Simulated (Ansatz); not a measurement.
SiNi: strain and displacement

```
CELL_PARAMETERS angstrom
3.02662 0.00000 0.00000
0.00000 3.27350 0.00000
0.00000 0.00000 4.69776
ATOMIC_POSITIONS crystal
Si 0.50000 0.50000 0.84230
Si 0.00000 0.00000 0.15770
Ni 0.50000 0.50000 0.34422
Ni 0.00000 0.00000 0.65578
```

Atom numbers follow the list: Si1, Si2, Ni3, Ni4.

The conventional cell has a = 3.027 Å, b = 3.273 Å, c = 4.698 Å, α = 90.00°, β = 90.00°, γ = 90.00°. Si (atom 1) is surrounded by 6 Ni at 2.34 to 2.40 Å and 4 Si at 2.68 Å. Ni (atom 3) has 6 Si at 2.34 to 2.40 Å and 4 Ni at 2.67 Å as nearest neighbours.

The cell comes from COD entry 2300377, which wasn't checked; take it as a given geometry.

Level of theory: DFT, LDA, all-electron PAW with datasets made for the crystal, scalar-relativistic in Ansatz 0.2.0.

Settings: a Γ-centred 11×10×7 k mesh, Fermi–Dirac smearing of 0.05 eV, cutoff 320 eV (chosen by the program for this cell), spin-polarised from start moments Ni3 1.5, Ni4 1.5 μB (the moments died away, and the run ended non-magnetic).

The unchanged cell is at -9.95 GPa.

In a metal, stresses and small energies carry noise from the k mesh.

x, y and z are the Cartesian axes of the cell as listed; fractional coordinates follow a strain, and an engineering shear is twice the off-diagonal strain component.

With this change (equal xy, yz and zx engineering shear strains of -3 %), what becomes of the energy and stress and forces?

Energy change +11 meV/atom; stress change (xx, yy, zz, yz, xz, xy) 0.45, 0.77, 0.39, 3.78, 3.84, 3.46 GPa, compression positive; change of the force on Ni3 (0.078, 0.036, 0.003) eV/Å.

With this change (equal xy, yz and zx engineering shear strains of -1 %), what becomes of the energy and stress and forces?

Energy change +1 meV/atom; stress change (xx, yy, zz, yz, xz, xy) 0.05, 0.08, 0.04, 1.19, 1.22, 1.07 GPa, compression positive; change of the force on Ni3 (0.026, 0.011, 0.000) eV/Å.

With this change (equal xy, yz and zx engineering shear strains of +2 %), what becomes of the energy and stress and forces?

Energy change +4 meV/atom; stress change (xx, yy, zz, yz, xz, xy) 0.20, 0.31, 0.15, -2.14, -2.20, -1.91 GPa, compression positive; change of the force on Ni3 (-0.051, -0.023, 0.001) eV/Å.

With equal xy, yz and zx engineering shear strains of -2 %: energy change +5 meV/atom; stress change (xx, yy, zz, yz, xz, xy) 0.20, 0.34, 0.17, 2.45, 2.50, 2.22 GPa, compression positive; change of the force on Ni3 (0.052, 0.023, 0.001) eV/Å.

With this change (equal xy, yz and zx engineering shear strains of +1 %), what becomes of the energy and stress and forces?

Energy change +1 meV/atom; stress change (xx, yy, zz, yz, xz, xy) 0.05, 0.08, 0.04, -1.11, -1.14, -0.99 GPa, compression positive; change of the force on Ni3 (-0.026, -0.011, 0.000) eV/Å.

With this change (equal xy, yz and zx engineering shear strains of +3 %), what becomes of the energy and stress and forces?

Energy change +10 meV/atom; stress change (xx, yy, zz, yz, xz, xy) 0.46, 0.69, 0.33, -3.08, -3.15, -2.75 GPa, compression positive; change of the force on Ni3 (-0.078, -0.036, 0.002) eV/Å.
